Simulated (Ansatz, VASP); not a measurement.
**Two plane-wave programs on HfC**

The input POSCAR:

```
HfC
1.0
    3.7234168979      0.0000000000      0.0000000000
   -1.8617084490      3.2245736225      0.0000000000
    0.0000000000      0.0000000000      6.1122794607
Hf C
2 2
Direct
    0.3333333333      0.6666666667      0.4996013827
    0.6666666667      0.3333333333      0.9996013827
    0.3333333333      0.6666666667      0.8753986173
    0.6666666667      0.3333333333      0.3753986173
```

File INCAR.step1:

```
SYSTEM = HfC
PREC = Accurate
ENCUT = 520
ISMEAR = 0
SIGMA = 0.1
LREAL = .FALSE.
LASPH = .TRUE.
NELM = 80
NBANDS = 22
GGA = PE
ALGO = Normal
EDIFF = 1E-4
LWAVE = .TRUE.
LCHARG = .FALSE.
```

The input INCAR.step2:

```
SYSTEM = HfC
PREC = Accurate
ENCUT = 520
EDIFF = 1E-6
ISMEAR = 0
SIGMA = 0.1
LREAL = .FALSE.
LASPH = .TRUE.
NELM = 80
ALGO = Normal
ISIF = 2
LWAVE = .FALSE.
LCHARG = .FALSE.
METAGGA = R2SCAN
LMIXTAU = .TRUE.
NBANDS = 22
ISTART = 1
```

Contents of KPOINTS:

```
Automatic mesh
0
G
  6 6 4
  0 0 0
```

Input for Ansatz:

```yaml
crystal:
  lattice:
    - [3.7234168979, 0.0, 0.0]
    - [-1.861708449, 3.2245736225, 0.0]
    - [0.0, 0.0, 6.1122794607]
  atoms:
    - { symbol: Hf, position: [0.3333333333, 0.6666666667, 0.4996013827] }
    - { symbol: Hf, position: [0.6666666667, 0.3333333333, 0.9996013827] }
    - { symbol: C, position: [0.3333333333, 0.6666666667, 0.8753986173] }
    - { symbol: C, position: [0.6666666667, 0.3333333333, 0.3753986173] }
basis:
  ecutwfc: 500
kpoints:
  mp_grid: { grid: [6, 6, 4] }
hamiltonian:
  xc: r2scan
scf:
  occupations: { method: gaussian, width: 0.1 }
output:
  forces: true
  stress: true
  eigenvalues: true
```

Alike in both runs: task single point; functional r2SCAN; k mesh 6 × 6 × 4; occupations gaussian, width 0.1 eV; no spin polarisation.

|  | VASP | Ansatz |
| --- | --- | --- |
| version | VASP 6.6.1 | Ansatz 0.2.0 |
| potentials or method | VASP PAW PBE potentials, release 64 (Hf_pv, C) | scalar-relativistic, plane waves, PAW |
| plane-wave cutoff (eV) | 520 | 500 |
| valence electrons in the cell | 28 | 60 |

```csv
,VASP,Ansatz,Ansatz less VASP
gap on the k mesh at the Fermi level (eV),1.34,1.33,-0.008
least direct gap on the mesh (eV),1.64,1.64,0.000
pressure (GPa),-20.2,-19.4,+0.74
largest component of the traceless stress (GPa),4.79,4.76,-0.031
rms of the force components (eV/Å),0.191,0.189,-0.0018
```

Atom by atom the forces differ by 0.002 eV/Å (rms over components). The two sets of potentials don't hold the same shells in valence.

Caveats: so large a pressure means that the cell lies far from this level's equilibrium, or that cutoff or potentials fall short (VASP); the potentials were made for another functional, which shifts forces and pressure (VASP); spin-orbit coupling is left out, which moves the levels of the heavy elements. A k mesh can miss the band edges.
